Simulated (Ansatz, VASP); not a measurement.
## Au in VASP and in Ansatz

```
CELL_PARAMETERS angstrom
0.00000 2.02880 2.02880
2.02880 0.00000 2.02880
2.02880 2.02880 0.00000
ATOMIC_POSITIONS crystal
Au 0.00000 0.00000 0.00000
```

Alike in both runs: task relaxation of cell and atoms; functional LDA; k mesh 18 × 18 × 18; occupations gaussian, width 0.1 eV; no spin polarisation.

|  | VASP | Ansatz |
| --- | --- | --- |
| version | VASP 6.6.1 | Ansatz 0.2.0 |
| potentials or method | VASP PAW LDA potentials, release 64 (Au) | scalar-relativistic, plane waves, PAW |
| plane-wave cutoff (eV) | 600 | 420 |
| valence electrons in the cell | 11 | 19 |

VASP gave:

| Item | Value |
| --- | --- |
| gap on the k mesh at the Fermi level, each at its own relaxed structure (eV) | none |
| relaxed volume (Å³/atom) | 16.64 |
| relaxed cell length with the largest relative difference (Å) | 2.866 |

Q: What did Ansatz give for the same quantities?

A: gap on the k mesh at the Fermi level, each at its own relaxed structure (eV): none; relaxed volume (Å³/atom): 16.59; relaxed cell length with the largest relative difference (Å): 2.863.

A gap of «none» marks a metal or a gap that the smearing closes. The two sets of potentials don't hold the same shells in valence.

The runs have no spin-orbit coupling, so splittings on Au are missing.
